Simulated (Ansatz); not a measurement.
# Zr/BP/HfB2: conductance for both polarities, part 3 of 3

Aim: does the conductance of Zr/BP/HfB2 change when the barrier's polarity is reversed? The lower electrode is Zr hcp(0001), the upper one HfB2 AlB2(0001); the barrier is BP zinc blende(111) (whole bilayers). In the first transport cell, after relaxation, the nearest pair of electrode and barrier is Zr–P at 2.70 Å, along the normal, at the lower face and B–P at 2.99 Å, along the normal, too long for a bond, at the upper one. A gap without bonds adds to the barrier. All share a net of side 3.224 Å, which strains the lower electrode by -0.2 %, the upper one by +2.4 % and the barrier by +0.2 %, against typed lattice constants near PBE's. The first steps treat the bulk electrodes alone.

Ansatz 0.2.0; PBE DFT, plane waves, PAW files (the session's first sound run).

So far, transmission at the Fermi level (a spin, zone mean): step 5 (the open system: T(E), polarity P face on the lower electrode, gap between the …) 0.0158; step 6 (conductance, polarity P face on the lower electrode, gap between the electrodes …) 0.0122; step 8 (T(E) of the junction, polarity B face on the lower electrode, gap between the …) 0.0676. Also channels of the lower lead: step 5 0.792; step 6 0.673; step 8 0.792.

### Step 9. Conductance on a fine mesh, polarity B face on the lower electrode, gap between the electrodes 13.47 Å

The conductance of the changed junction, on the mesh and energies of the first conductance run.

The input, input.yaml:

```yaml
crystal:
  lattice:
    - [3.224, 0.0, 0.0]
    - [-1.612, 2.7920659018, 0.0]
    - [0.0, 0.0, 77.4411148656]
  atoms:
    - { symbol: Zr, position: [0.33333333, 0.66666667, 0.0903912607] }
    - { symbol: Zr, position: [0.0, 0.0, 0.1238756881] }
    - { symbol: Zr, position: [0.33333333, 0.66666667, 0.1573601154] }
    - { symbol: Zr, position: [0.0, 0.0, 0.1908445428] }
    - { symbol: Zr, position: [0.33333333, 0.66666667, 0.2243289702] }
    - { symbol: Zr, position: [0.0, 0.0, 0.2578133976] }
    - { symbol: Zr, position: [0.33333333, 0.66666667, 0.291297825] }
    - { symbol: Zr, position: [0.0, 0.0, 0.3247822524] }
[... 30 atom lines left out ...]
    - { symbol: B, position: [0.66666667, 0.33333333, 0.8651706698] }
    - { symbol: Hf, position: [0.0, 0.0, 0.8873897046] }
    - { symbol: B, position: [0.33333333, 0.66666667, 0.9096087393] }
    - { symbol: B, position: [0.66666667, 0.33333333, 0.9096087393] }
kpoints:
  mp_grid: { grid: [12, 12, 1] }
scf:
  occupations: { method: fermi_dirac, width: 0.1 }
  max_iter: 150
hamiltonian:
  xc: pbe
output:
  transmission:
    kmesh: [30, 30]
    e_range: [-0.26, 0.27]
    de: 0.0375
    leads: [[4, 6], [30, 33]]
```

The run is started by

```console
> ansatz run input.yaml --threads 4 --pin off --max-ram 12288MiB --backend cpu --events-out ev --progress --plain --runs-dir out
```

Wall time 8.9 min (4 threads of Arm Neoverse V1, shared host); peak memory 4.6 GiB.

Numbers from this step:

```
transmission at the Fermi level (a spin, zone mean) : 0.03378
channels of the lower lead                          : 0.6733
channels of the upper lead                          : 0.2967
ballistic conductance of the lower lead             : 5.91e14 S/m²
junction conductance                                : 3.91e13 S/m²
error estimates by source, in the log's order       : 1.6, 4.3, 16.7, 227.8, 12.5 %
resistance-area product beyond the leads            : 0.02277 Ω um²
```

One spin. Table of transmission, zone mean by energy, zero at the Fermi level:

```csv
energy (eV),"transmission, zone mean"
-0.260,0.0469
-0.223,0.0460
-0.185,0.0464
-0.147,0.0496
-0.110,0.0529
-0.072,0.0553
-0.035,0.0585
0.003,0.0338
0.040,0.0397
0.077,0.0396
0.115,0.0401
0.152,0.0360
0.190,0.0382
0.228,0.0388
0.265,0.0407
```

One spin. Open channels, zone mean against energy, zero at the Fermi level:

```
energy (eV)  lower lead  upper lead
     -0.260       0.503       0.188
     -0.223        0.45       0.188
     -0.185        0.47       0.174
     -0.147       0.473       0.194
     -0.110       0.533       0.234
     -0.072       0.607       0.254
     -0.035         0.6       0.301
      0.003       0.673       0.297
      0.040       0.753       0.297
      0.077       0.847       0.297
      0.115       0.933       0.297
      0.152        1.07       0.317
      0.190        1.23       0.403
      0.228        1.31       0.417
      0.265        1.31       0.443
```

Transmission over k1 and k2. At 0.0025 eV from the Fermi level.

Ten even steps from '0' (0.000) to '9' (0.779), each cell a mean:
```
000000000000000000000000000000
000000000000000000000000000000
000000000000000000000000000000
000000000000000000000000000000
000000000000000000000000000000
000000000000000000000000000000
000000000000000000000000000000
000000000000060000000000000000
000000000002998812000000000000
000000000005987799000000000000
000000000000986469700000000000
000000000000098768920000000000
000000000000044999940000000000
000000000000000119100000000000
000000000000000000000000000000
000000000000000000000000000000
000000000000000000000000000000
000000000000000000000000000000
000000000000000000000000000000
000000000000000000000000000000
000000000000000000000000000000
000000000000000000000000000000
```
Columns: k1 (b1) from -0.5 to 0.467; rows upwards: k2 (b2) from -0.5 to 0.467.

G = 3.9e13 S/m² (1/G = 0.0256 Ω µm²), 2.8 times the step before of this kind, a change inside the error estimates. The largest error estimate is 228 %, from the leads' potential steps. In the worse lead the potential repeats within 72 meV, which the program flags as too much for a lead, so G carries that doubt.

### Step 10. Electroresistance

This step: Tunnel electroresistance (G_up - G_down) / G_down from the conductances of both polarities, PBE DFT, plane waves, PAW files (Ansatz 0.2.0).

No new run: the two polarities are divided.

This step gave:

```
conductance, first polarity (S/m²)  : 1.42e13
conductance, second polarity (S/m²) : 3.91e13
electroresistance                   : -64 %
```

The two conductances carry error estimates of up to 156 % and 228 %, which the ratio inherits.

### Step 11. A check of the settings

This step: PBE DFT, plane waves, PAW files; ballistic transmission by layer matching between semi-infinite leads; changed: output.transmission.e_range = [-3, 3], output.transmission.de = 0.1, output.transmission.leads = null (Ansatz 0.2.0).

System of this step: Zr/BP/HfB2. The cell holds 42 atoms: 11 Zr, 4 P, 20 B and 7 Hf. Cell: a = 3.224 Å, b = 3.224 Å, c = 77.606 Å, α = 90.0°, β = 90.0°, γ = 120.0°. Regions: left electrode, 11 atoms (11 Zr); barrier, 8 atoms (4 P and 4 B); right electrode, 23 atoms (16 B and 7 Hf). Vacuum lies along c.

This run repeats an earlier one, its twin (the spectrum run, 8 atomic planes between the electrodes, P face on the lower electrode), with two settings changed (output.transmission.e_range, output.transmission.leads; files written aside). It is meant to test what the energy window and step decide and whether the program finds a usable lead, or takes the one named. Where the input is shown as a difference, that is against the step before, not the twin.

The input, input.yaml:

```yaml
crystal:
  lattice:
    - [3.224, 0.0, 0.0]
    - [-1.612, 2.7920659018, 0.0]
    - [0.0, 0.0, 77.6058850685]
  atoms:
    - { symbol: Zr, position: [0.33333333, 0.66666667, 0.090199345] }
    - { symbol: Zr, position: [0.0, 0.0, 0.1236126794] }
    - { symbol: Zr, position: [0.33333333, 0.66666667, 0.1570260137] }
    - { symbol: Zr, position: [0.0, 0.0, 0.1904393481] }
    - { symbol: Zr, position: [0.33333333, 0.66666667, 0.2238526825] }
    - { symbol: Zr, position: [0.0, 0.0, 0.2572660169] }
    - { symbol: Zr, position: [0.33333333, 0.66666667, 0.2906793513] }
    - { symbol: Zr, position: [0.0, 0.0, 0.3240926857] }
[... 30 atom lines left out ...]
    - { symbol: B, position: [0.33333333, 0.66666667, 0.8654569349] }
    - { symbol: Hf, position: [0.66666667, 0.33333333, 0.887628795] }
    - { symbol: B, position: [0.0, 0.0, 0.909800655] }
    - { symbol: B, position: [0.33333333, 0.66666667, 0.909800655] }
kpoints:
  mp_grid: { grid: [12, 12, 1] }
scf:
  occupations: { method: fermi_dirac, width: 0.1 }
  max_iter: 150
hamiltonian:
  xc: pbe
output:
  transmission: { kmesh: [12, 12], e_range: [-3, 3], de: 0.1 }
  dos: { projected: true, e_range: [-6, 5], de: 0.05 }
  write_potential: true
  write_density: true
  volumetric_format: npy
```

The job ended after 8.3 min (4 threads; peak memory 5.5 GiB).

This number moved little. The transmission at the Fermi level, both spins, is 0.0316 against 0.0316 in the twin: no change within 1 %.

Side by side:

```
                                           quantity  this run  sound run  difference
transmission at the Fermi level (a spin, zone mean)  0.015780   0.015780      3.7e-7
```

### Step 12. Outcome

| Item | Value |
| --- | --- |
| conductance, P face on the lower electrode | 1.4e13 S/m² |
| conductance, B face on the lower electrode | 3.9e13 S/m² |

The two polarities differ in conductance by a factor of 2.8, the better conductor being «B face on the lower electrode», a contrast that the error estimates leave in doubt. The polarity here is that of growth: the two cells are two junctions, and whether a field could switch one into the other isn't tested. The distance between the electrodes differs too: it is 13.63 against 13.47 Å. The program's largest error estimate on these conductances is 228 %, from the leads' potential steps, in the run that gave 3.9e13 S/m², so that value may be off by a large factor, and what is derived from it shares the doubt. In 2 of these 2 runs a lead's potential steps by more than 25 meV, which the program flags as too much. No spin-orbit coupling, phonons, disorder or image charges enter; the interfaces are ordered, one cell wide and lattice-matched by strain. Semilocal gaps are too small, which can bring a band edge of the barrier nearer to the Fermi level than it is.

[Logs are printed without paths, hosts, clocks, repeated set-up lines and the standing remarks that a program may print on its own settings, such as how far it seeks lower states.]

[Hosts, paths, dates, database ids (printed as entryN), source tags and the programs' standing remarks are cut or masked in the printed files.]
